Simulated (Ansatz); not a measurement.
Runs of Ansatz 0.2.0 on TiO2. The structure is trigonal, space group R-3m (No. 166). Conventional cell: a = 2.995 Å, b = 2.995 Å, c = 20.945 Å, α = 90.00°, β = 90.00°, γ = 120.00°. Ti (site symmetry -3m) has 6 O at 1.98 Å as nearest neighbours. Around O (site symmetry 3m) lie 3 Ti at 1.98 Å. Measurements of this composition are mostly on another form, of space group No. 141.

```tsv
U	gap on the mesh (eV)	pressure (GPa)	relaxed volume (Å³/atom)
Ti d U = 1 eV	3.11	0.0	(a)
Ti d U = 3 eV	3.36	0.0	13.62
Ti d U = 8 eV	4.26	0.0	14.34
Ti d U = 2 eV	(b)	0.0	17.98
Ti d U = 4 eV	3.52	0.0	13.82
```

Alike in all rows: task relaxation of cell and atoms; level r2SCAN+U; potentials or basis Ansatz PAW; no spin polarisation; cell relaxed; k mesh 10 × 10 × 10; cutoff (eV) 500; smearing fermi-dirac 0.05 eV.

Task: Fill in the values left out.

Result: (a) 13.41; (b) 3.37.

Caveats: the plane-wave basis is chosen anew once the cell has moved, so the energies of steps on either side of that aren't comparable; the PAW data sets come from PBE, with cores solved anew for the run's functional, which leaves a small shift of forces and pressure; the volume moved by over 15 % at a fixed basis, so the end points are rough (some runs).

A k mesh can miss the band edges.
